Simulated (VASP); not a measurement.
Wanted: the native input for a VASP 6.6.1 run.

* Task: single point
* Functional: PBE
* Potentials or basis: VASP PAW PBE potentials, release 64 (Pt)
* Cutoff: 520 eV
* k mesh: 20 × 20 × 20
* Occupations: fermi-dirac, width 0.1 eV
* Spin: no spin polarisation
* Further INCAR settings: ALGO = Normal; EDIFF = 1e-06

The structure of Pt lies in POSCAR:

```
Pt
1.0
    0.0000000000      1.9620000000      1.9620000000
    1.9620000000      0.0000000000      1.9620000000
    1.9620000000      1.9620000000      0.0000000000
Pt
1
Direct
    0.0000000000      0.0000000000      0.0000000000
```

These files were run (other wordings do the same):

INCAR

```
SYSTEM = Pt
PREC = Accurate
ENCUT = 520
EDIFF = 1E-6
ISMEAR = -1
SIGMA = 0.1
LREAL = .FALSE.
LASPH = .TRUE.
NELM = 100
ALGO = Normal
ISIF = 2
LWAVE = .FALSE.
LCHARG = .TRUE.
GGA = PE
LELF = .TRUE.
LVHAR = .TRUE.
```

KPOINTS

```
Automatic mesh
0
G
  20 20 20
  0 0 0
```

Potentials or basis: VASP PAW PBE potentials, release 64 (Pt).

Launch:

```sh
$ cat potpaw_PBE.64/Pt/POTCAR > POTCAR
$ mpirun -np 1 vasp_std > vasp.out
```

Results of the run:

- Pressure: 9.4 GPa
- Band gap on the k mesh: none (metal or under the smearing width)

Wall time 28 s on 1 thread of AMD EPYC 7R13 Processor (Zen 3) (shared host), peak memory 0.14 GiB.
